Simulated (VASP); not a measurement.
Wanted: the native input for a VASP 6.6.1 run.

- Task: single point
- Functional: r2SCAN
- Potentials or basis: VASP PAW PBE potentials, release 64 (Ta_pv, N)
- Cutoff: 520 eV
- k mesh: 7 × 7 × 7
- Occupations: gaussian, width 0.05 eV
- Spin: collinear spin, ferromagnetic start
- Starting moments: [0.5, 0.0] μB
- Hubbard terms: Ta d U = 3 eV
- Further INCAR settings: ALGO = Normal; EDIFF = 1e-06

The structure of TaN lies in POSCAR:

```
TaN
1.0
    0.0000000000      2.4911437700      2.4911437700
    2.4911437700      0.0000000000      2.4911437700
    2.4911437700      2.4911437700      0.0000000000
Ta N
1 1
Direct
    0.0000000000      0.0000000000      0.0000000000
    0.2500000000      0.2500000000      0.2500000000
```

The cell comes from a database or a generator and needn't be the stable form of this composition.

These files were run (other wordings do the same):

INCAR

```
PREC = Accurate
ENCUT = 520
EDIFF = 1E-6
ISMEAR = 0
SIGMA = 0.05
LREAL = False
LASPH = True
NELM = 60
ALGO = Normal
ISIF = 2
LWAVE = False
LCHARG = False
ISPIN = 2
MAGMOM = 0.5 0
LORBIT = 11
LMAXMIX = 4
LDAU = True
LDAUTYPE = 2
LDAUL = 2 -1
LDAUU = 3 0
LDAUJ = 0 0
LDAUPRINT = 1
METAGGA = R2SCAN
LMIXTAU = True
```

KPOINTS

```
regular mesh
0
Gamma
  7 7 7
```

Potentials or basis: VASP PAW PBE potentials, release 64 (Ta_pv, N).

The run is started by

```sh
$ cat potpaw_PBE.64/Ta_pv/POTCAR potpaw_PBE.64/N/POTCAR > POTCAR
$ mpirun -np 1 vasp_std > vasp.out
```

Results of the run:

```json
{
  "Pressure": "-24.3 GPa",
  "Band gap on the k mesh": "none (metal or under the smearing width)",
  "Net moment": "0.06 μB per cell",
  "Site moments": "Ta +0.05; N -0.00 μB",
  "Valence electrons inside the program's atomic spheres": "Ta 8.55; N 3.73"
}
```

Caveat: the PAW data sets were made with another functional, which shifts forces and pressure a little.

Wall time 80 s on 1 thread of Intel(R) Xeon(R) Platinum 8375C CPU @ 2.90GHz (Ice Lake), on a shared host, peak memory 0.19 GiB.
